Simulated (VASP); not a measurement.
## Results of a VASP single-point calculation on SrO (strained rocksalt)

POSCAR

```
Sr O
 1.0000000000000000
     0.0000000000000000    2.6314901723999999    2.5540934026000000
     2.6314901723999999    0.0000000000000000    2.5540934026000000
     2.6314901723999999    2.6314901723999999    0.0000000000000000
 Sr  O
   1   1
Cartesian
  0.0000000000000000  0.0000000000000000  0.0000000000000000
  2.6314901723999999  2.6314901723999999  2.5540934026000000
```

* gap between bands v and c: 3.15 eV
* least direct gap: 3.36 eV

Band v is the last that the valence electrons fill when counted band by band, and c is the next. Levels in eV from the top of v:

```csv
point,v−1,v,c,c+1
Γ,-0.10,0.00,3.62,5.99
X,-0.22,-0.10,3.26,7.42
K,-0.63,-0.47,4.56,7.63
L,-1.14,-1.13,6.31,8.06
W,-0.58,-0.42,5.72,5.82
```

Question: Which of these levels of theory gave these results?
A. r²SCAN
B. LDA
C. HSE06
D. PBE
E. PBEsol
F. PBE with spin–orbit coupling
G. PBE0

Answer: D.

The INCAR was:

```
ISIF = 2
LCHARG = .TRUE.
IBRION = -1
LASPH = .TRUE.
ENCUT = 520
NBANDS = 15
LELF = .TRUE.
NSW = 0
ISMEAR = -1
LWAVE = .FALSE.
PREC = Accurate
LREAL = .FALSE.
SIGMA = 0.02
NELM = 120
GGA = PE
EDIFF = 1E-7
```
